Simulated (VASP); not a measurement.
# Ca (Immm) in VASP: a series of runs

Runs on Ca. Level: PBE. Tasks: single point.

All numbers are computed with VASP 6.6.1; they aren't measurements. Logs are shortened: lines on timing, memory, paths and dates and some standing lists are left out, and cuts for length are marked.

## Step 1: Starting point

It takes space group Immm (No. 71, orthorhombic). The conventional cell has a = 4.193 Å, b = 4.203 Å, c = 4.891 Å, α = 90.00°, β = 90.00°, γ = 90.00°. Ca (site symmetry mmm) has 12 Ca at 3.85 to 4.20 Å as nearest neighbours.

This isn't the form of Ca at room conditions, which is fcc.

## Step 2: Single point, PBE

File INCAR:

```
PREC     = Accurate       # precision mode
ENCUT    = 500            # plane-wave cutoff, eV
EDIFF    = 1E-6           # SCF threshold, eV
ISMEAR   = 1              # smearing method
SIGMA    = 0.1            # smearing width, eV
LREAL    = False          # projectors in reciprocal space
LASPH    = True           # aspherical terms in the spheres
NELM     = 100            # most SCF steps
ALGO     = Normal         # electronic algorithm
ISIF     = 2              # what is computed and relaxed
LWAVE    = False          # write WAVECAR
LCHARG   = False          # write CHGCAR
GGA      = PE             # functional
ADDGRID  = False
```

File KPOINTS:

```
Automatic mesh
0
Gamma
  12 12 12
```

File POSCAR:

```
Ca
1.0
   -2.0964874600      2.1017318100      2.4453524600
    2.0964874600     -2.1017318100      2.4453524600
    2.0964874600      2.1017318100     -2.4453524600
Ca
1
Direct
    0.5000000000      0.5000000000      0.0000000000
```

Potentials or basis: VASP PAW PBE potentials, release 64 (Ca_pv).

Command:

```bash
> cat potpaw_PBE.64/Ca_pv/POTCAR > POTCAR
> mpirun -np 1 vasp_std > vasp.out
```

OUTCAR:

```text
PREC = Accurate
   ENCUT = 500
   EDIFF = 1E-6
   ISMEAR = 1
   LREAL = False
   LASPH = True
   NELM = 100
   ISIF = 2
   GGA = PE

 Found    280 irreducible k-points:

 Following reciprocal coordinates:
            Coordinates               Weight
  0.000000  0.000000  0.000000      1.000000
  0.083333  0.000000 -0.000000      4.000000
  0.166667  0.000000  0.000000      4.000000
  0.250000 -0.000000  0.000000      4.000000
  0.333333  0.000000  0.000000      4.000000
  0.416667  0.000000  0.000000      4.000000
   k-points           NKPTS =    280   k-points in BZ     NKDIM =    280   number of bands    NBANDS=      8
   number of dos      NEDOS =    301   number of ions     NIONS =      1
   total plane-waves  NPLWV =  21952
   dimension x,y,z NGX =    28 NGY =   28 NGZ =   28
   dimension x,y,z NGXF=    56 NGYF=   56 NGZF=   56
   ions per type =               1
   NGX,Y,Z   is equivalent  to a cutoff of  12.10, 12.10, 12.10 a.u.
   NGXF,Y,Z  is equivalent  to a cutoff of  24.21, 24.21, 24.21 a.u.
 SYSTEM =  unknown system
   PREC   = accura    normal or accurate (medium, high low for compatibility)
   ISTART =      0    job   : 0-new  1-cont  2-samecut
   ICHARG =      2    charge: 1-file 2-atom 10-const
   ISPIN  =      1    spin polarized calculation?
   LNONCOLLINEAR =      F non collinear calculations
   LSORBIT =      F    spin-orbit coupling
   LASPH  =      T    aspherical Exc in radial PAW
   ENCUT  =  500.0 eV  36.75 Ry    6.06 a.u.   7.01  7.01  7.01*2*pi/ulx,y,z
   NELM   =    100;   NELMIN=  2; NELMDL= -5     # of ELM steps
   EDIFF  = 0.1E-05   stopping-criterion for ELM
   LREAL  =      F    real-space projection
[... 7 lines left out ...]
   TEBEG  =    0.0;   TEEND  =   0.0 temperature during run
   PSTRESS=    0.0 pullay stress
   NELECT =       8.0000    total number of electrons
   NUPDOWN=      -1.0000    fix difference up-down
   EMIN   =  10.00;   EMAX   =-10.00  energy-range for DOS
   EFERMI =   0.00;   METHOD = LEGACY
   ISMEAR =     1;   SIGMA  =   0.10  broadening in eV -4-tet -1-fermi 0-gaus
   EFERMI_NEDOS =   21; number of points for ismear=-14 and -15
   IALGO  =     38    algorithm
   IMIX   =      4    mixing-type and parameters
     AMIX     =   0.40;   BMIX     =  1.00
     AMIX_MAG =   1.60;   BMIX_MAG =  1.00
  volume/ion in A,a.u.               =      43.10       290.85
  Fermi-wavevector in a.u.,A,eV,Ry     =   0.933859  1.764737 11.865532  0.872092
  Thomas-Fermi vector in A             =   2.060604
   LORBIT       =      0    0 simple, 1 ext, 2 COOP (PROOUT), +10 PAW based schemes
   GGA     = PE    functional components
   LHFCALC =     F    Hartree Fock is set to
   AEXX    =    0.0000 exact exchange contribution
   IVDW    =     0    specifies the selected vdW correction
   LEPSILON=     F    determine dielectric tensor
   LRPA    =     F    only Hartree local field effects (RPA)
 non-spin polarized calculation
 Methfessel and Paxton  Order N= 1 SIGMA  =   0.10
  energy-cutoff  :      500.00
  volume of cell :       43.10
 maximum number of plane-waves:      1117
   NGX = 15   NGY = 15   NGZ = 15

 number of electron       8.0000002 magnetization

 Free energy of the ion-electron system (eV)
  ---------------------------------------------------
  ext. energy  EPLUGINS =         0.00000000
  ---------------------------------------------------
  free energy    TOTEN  =        -1.90698478 eV

  energy without entropy =       -1.90553645  energy(sigma->0) =       -1.90650200

 E-fermi :   2.1397     XC(G=0):  -7.6335

 val. band max:        2.1320254048   @ k =   0.3333   0.3333   0.0000
 cond. band min:       2.1471228075   @ k =   0.5000  -0.4167   0.3333
 fundamental gap:      0.0150974027
 Fermi energy:         2.1397227501

 k-point     1 :       0.0000    0.0000    0.0000
  band No.  band energies     occupation
      1     -20.8661      2.00000
      2     -20.8655      2.00000
      3     -20.8518      2.00000
      4      -1.8718      2.00000
      5       4.2954      0.00000
      6       4.3087      0.00000
      7       4.8895      0.00000
      8       5.0096      0.00000

 k-point     2 :       0.0833    0.0000   -0.0000
  band No.  band energies     occupation
      1     -20.8716      2.00000
      2     -20.8685      2.00000
      3     -20.8547      2.00000
      4      -1.7536      2.00000
      5       4.2450      0.00000
      6       4.3325      0.00000
      7       4.8870      0.00000
      8       4.9688      0.00000

 k-point     3 :       0.1667    0.0000    0.0000
  band No.  band energies     occupation
      1     -20.8937      2.00000
      2     -20.8749      2.00000
      3     -20.8572      2.00000
      4      -1.4067      2.00000
      5       4.0129     -0.00000
      6       4.3079      0.00000
      7       4.9484      0.00000
      8       4.9941      0.00000

 k-point     4 :       0.2500   -0.0000    0.0000
  band No.  band energies     occupation
      1     -20.9259      2.00000
      2     -20.8836      2.00000
      3     -20.8582      2.00000
      4      -0.8550      2.00000
      5       3.5799     -0.00000
      6       4.1622      0.00000
      7       4.9917      0.00000
      8       5.3169      0.00000

 k-point     5 :       0.3333    0.0000    0.0000
  band No.  band energies     occupation
      1     -20.9582      2.00000
      2     -20.8923      2.00000
      3     -20.8588      2.00000
      4      -0.1437      2.00000
      5       3.0408     -0.00000
      6       3.9905     -0.00000
      7       4.9881      0.00000
      8       5.6677      0.00000

 k-point     6 :       0.4167    0.0000    0.0000
  band No.  band energies     occupation
      1     -20.9817      2.00000
      2     -20.8987      2.00000
      3     -20.8592      2.00000
      4       0.6428      2.00000
      5       2.4362     -0.00023
      6       3.8653     -0.00000
      7       4.9346      0.00000
      8       5.7971      0.00000

 [... further k-points ...]
[... 5 lines left out ...]
  --------------------------------------------------------------------------------------
  -------------------------------------------------------------------------------------
  Total       -0.1425119     -0.1480362     -0.0315949      0.0000000      0.0000000      0.0000000
  in kB       -5.2977414     -5.5031015     -1.1745113      0.0000000      0.0000000      0.0000000
  external PRESSURE =      -3.9917847 kB  Pullay stress =       0.0000000 kB

 VOLUME and BASIS-vectors are now :
 -----------------------------------------------------------------------------
  energy-cutoff  :      500.00
  volume of cell :       43.10
      direct lattice vectors                 reciprocal lattice vectors
    -2.096487460  2.101731810  2.445352460     0.000000000  0.237899050  0.204469502
     2.096487460 -2.101731810  2.445352460     0.238494153  0.000000000  0.204469502
     2.096487460  2.101731810 -2.445352460     0.238494153  0.237899050  0.000000000

 POSITION                                       TOTAL-FORCE (eV/Angst)
 -----------------------------------------------------------------------------------
      0.00000      0.00000      2.44535         0.000000      0.000000     -0.000000
 -----------------------------------------------------------------------------------
    total drift:                                0.000000     -0.000000      0.000000

  FREE ENERGIE OF THE ION-ELECTRON SYSTEM (eV)
  ---------------------------------------------------
  free  energy   TOTEN  =        -1.9069847752 eV

  energy  without entropy=       -1.9055364525  energy(sigma->0) =       -1.90650200
```

It took 33 s on 1 thread of Intel Xeon Platinum 8488C (Sapphire Rapids), shared host; peak memory 0.23 GiB.

These settings aren't checked as converged: the numbers below hold their error.

Results:

- Free energy: -1.9070 eV
- Pressure: -0.4 GPa
- Band gap on the k mesh: none (metal or under the smearing width)

## Step 3: Single point, PBE

This run uses another cell than the first one, of the same volume but with other edges.

INCAR is that of step 2.

KPOINTS is that of step 2.

File POSCAR:

```
Ca
1.0
   -2.1296130000      2.1366080000      2.5183870000
    2.0452440000     -2.1127450000      2.4255450000
    2.0940060000      2.0772270000     -2.4978770000
Ca
1
Direct
    0.5036690000      0.4760610000     -0.0172770000
```

Potentials or basis: VASP PAW PBE potentials, release 64 (Ca_pv).

Command:

```bash
> cat potpaw_PBE.64/Ca_pv/POTCAR > POTCAR
> mpirun -np 1 vasp_std > vasp.out
```

Run time: 2 min. Hardware: 1 thread of Intel Xeon Platinum 8488C (Sapphire Rapids), shared host; peak memory 0.43 GiB.

These settings aren't checked as converged: the numbers below hold their error.

Results:

```yaml
Free_energy: -1.9059 eV
Pressure: -0.4 GPa
Band_gap_on_the_k_mesh: none (metal or under the smearing width)
```

## Step 4: Single point, PBE

Changes to INCAR since step 3:

```diff
@@ -1,3 +1,3 @@
 PREC     = Accurate       # precision mode
-ENCUT    = 500            # plane-wave cutoff, eV
+ENCUT    = 300            # plane-wave cutoff, eV
 EDIFF    = 1E-6           # SCF threshold, eV
```

File KPOINTS:

```
Automatic mesh
0
Gamma
  16 16 16
```

File POSCAR:

```
Ca
1.0
   -2.0964874600      2.1017318100      2.4453524600
    2.0964874600     -2.1017318100      2.4453524600
    2.0964874600      2.1017318100     -2.4453524600
Ca
1
Direct
    0.5000000000      0.5000000000      0.0000000000
```

Command:

```bash
> cat potpaw_PBE.64/Ca_pv/POTCAR > POTCAR
> mpirun -np 1 vasp_std > vasp.out
```

Wall time 32 s (1 thread of Intel Xeon Platinum 8488C (Sapphire Rapids), shared host); peak memory 0.22 GiB.

The run converged, but some of its settings lie outside the range that counts as converged, so its numbers aren't taken as properties of the crystal.

Results:

```
Free energy            : -1.9089 eV
Pressure               : -0.4 GPa
Band gap on the k mesh : none (metal or under the smearing width)
```

## Step 5: Single point, PBE

This run uses another cell than the first one, of the same volume but with other edges.

INCAR is that of step 4.

KPOINTS is that of step 4.

File POSCAR:

```
Ca
1.0
   -2.1296130000      2.1366080000      2.5183870000
    2.0452440000     -2.1127450000      2.4255450000
    2.0940060000      2.0772270000     -2.4978770000
Ca
1
Direct
    0.5036690000      0.4760610000     -0.0172770000
```

Command:

```bash
> cat potpaw_PBE.64/Ca_pv/POTCAR > POTCAR
> mpirun -np 1 vasp_std > vasp.out
```

Run time: 1.7 min. Hardware: 1 thread of Intel Xeon Platinum 8488C (Sapphire Rapids), shared host; peak memory 0.43 GiB.

The run converged, but some of its settings lie outside the range that counts as converged, so its numbers aren't taken as properties of the crystal.

Results:

* Free energy: -1.9066 eV
* Pressure: -0.4 GPa
* Band gap on the k mesh: none (metal or under the smearing width)

## Step 6: For comparison

An earlier run on the cell as given: functional PBE; potentials or basis VASP PAW PBE potentials, release 64 (Ca_sv); cutoff 520 eV; k mesh 9 × 9 × 9; occupations fermi-dirac, width 0.05 eV; no spin polarisation.

- Pressure: -0.4 GPa
- Band gap on the k mesh: none (metal or under the smearing width)
